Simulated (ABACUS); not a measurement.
NiO:

```
CELL_PARAMETERS angstrom
0.00000 2.08590 2.08590
2.08590 0.00000 2.08590
2.08590 2.08590 0.00000
ATOMIC_POSITIONS crystal
Ni 0.00000 0.00000 0.00000
O 0.50000 0.50000 0.50000
```

Base run:

| Quantity | Value |
| --- | --- |
| Program | ABACUS 3.10.1 |
| Functional | PBEsol |
| Potentials or basis | PseudoDojo NC SR 0.4 PBEsol stringent |
| Cutoff | 1429 eV |
| Density cutoff | 5714 eV |
| Basis | plane waves |
| k mesh | 9 × 9 × 9 |
| Occupations | fermi-dirac, width 0.05 eV |
| Spin | collinear spin, ferromagnetic start |
| Starting moments | [1.0, 0.0] μB |

Its results: band gap on the k mesh none (metal or under the smearing width); pressure -5.8 GPa; net moment 1.65 μB per cell.

Problem. The run is repeated on the same cell with these changes: functional from PBEsol to RPBE; potentials or basis from PseudoDojo NC SR 0.4 PBEsol stringent to PseudoDojo NC SR 0.5 PBE standard; cutoff from 1429 eV to 1333 eV; density cutoff from 5714 eV to 5333 eV. What comes out?

Solution. Band gap on the k mesh none (metal or under the smearing width); pressure 12.1 GPa; net moment 1.90 μB per cell.

Caveats: a cell with one magnetic atom can't hold antiferromagnetic order, which such compounds often take; semilocal functionals often make such compounds metallic where correlation or magnetic order opens a gap, which also shifts bond lengths; the potentials were made for another functional, which shifts forces and pressure (some runs).
